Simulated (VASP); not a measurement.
Input of a VASP 6.6.1 run:

File INCAR:

```
SYSTEM = Ti
PREC     = Accurate       ! precision mode
ENCUT    = 520            ! plane-wave cutoff, eV
EDIFF    = 1E-6           ! SCF threshold, eV
ISMEAR   = 0              ! smearing method
SIGMA    = 0.1            ! smearing width, eV
LREAL    = .False.        ! projectors in reciprocal space
LASPH    = .True.         ! aspherical terms in the spheres
NELM     = 120            ! most SCF steps
ALGO     = Normal         ! electronic algorithm
ISIF     = 3              ! what is computed and relaxed
LWAVE    = .False.        ! write WAVECAR
LCHARG   = .False.        ! write CHGCAR
GGA      = PE             ! functional
IBRION   = 2              ! ionic algorithm
NSW      = 90             ! ionic steps
EDIFFG   = -0.01          ! ionic threshold
```

The input KPOINTS:

```
regular mesh
0
Gamma
  17 17 9
  0 0 0
```

File POSCAR:

```
Ti
1.0
    2.9500000000      0.0000000000      0.0000000000
   -1.4750000000      2.5547749400      0.0000000000
    0.0000000000      0.0000000000      4.6800000000
Ti
2
Direct
    0.3333333300      0.6666666700      0.2500000000
    0.6666666700      0.3333333300      0.7500000000
```

Potentials or basis: VASP PAW PBE potentials, release 64 (Ti_sv).

Command:

```bash
$ cat potpaw_PBE.64/Ti_sv/POTCAR > POTCAR
$ mpirun -np 1 vasp_std > vasp.out
```

(1) What does it give for the band gap on the k mesh?

(2) What does it give for the space group after relaxing (to 0.05 Å)?

(3) What does it give for the relaxed volume?

Answers

(1) none (metal or under the smearing width).

(2) P6_3/mmc (No. 194).

(3) 17.34 Å³/atom.
